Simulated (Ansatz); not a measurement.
The system is Ge.

```xyz
2
Lattice="1.4881 -2.5947 0.0000 1.4881 2.5947 0.0000 0.0000 0.0000 4.7276" Properties=species:S:1:pos:R:3 pbc="T T T"
Ge    1.4881    0.8643    1.1819
Ge    1.4881   -0.8643    3.5457
```

This isn't the form of Ge at room conditions, which is diamond.

| Property | Result |
| --- | --- |
| Program | Ansatz 0.2.0 |
| Task | relaxation of cell and atoms |
| Functional | PBE |
| Potentials or basis | Ansatz PAW |
| Cutoff | 420 eV (not typed: the program's choice for these potentials) |
| k mesh | 10 × 10 × 6 |
| Occupations | fermi-dirac, width 0.05 eV |
| Spin | no spin polarisation |

At the start: volume 18.25 Å³/atom.

Task: Where does the relaxation end?

Result: It ends after 8 steps and the volume is 19.29 Å³/atom (+5.7 %); space group Cmcm (No. 63, to 0.05 Å).

Step by step:
```tsv
step	energy change (eV)	largest force (eV/Å)	volume (Å³)
1	0.0000	0.0008	36.51
2	-0.0225	0.0004	39.84
3	-0.0306	0.0012	38.74
4	-0.0308	0.0018	38.60
5	-0.0308	0.0018	38.58
6	-0.0308	0.0016	38.57
7	-0.0308	0.0016	38.58
8	-0.0313	0.0016	38.58
```

Final structure:
```
Ge
1.0
     1.49804   -2.63511    0.00000
     1.49804    2.63511    0.00000
     0.00000    0.00000    4.88711
Ge
2
Direct
  0.33473 0.66527 0.25000
  0.66527 0.33473 0.75000
```

Caveat: the plane-wave basis is chosen anew once the cell has moved, so the energies of steps on either side of that aren't comparable.
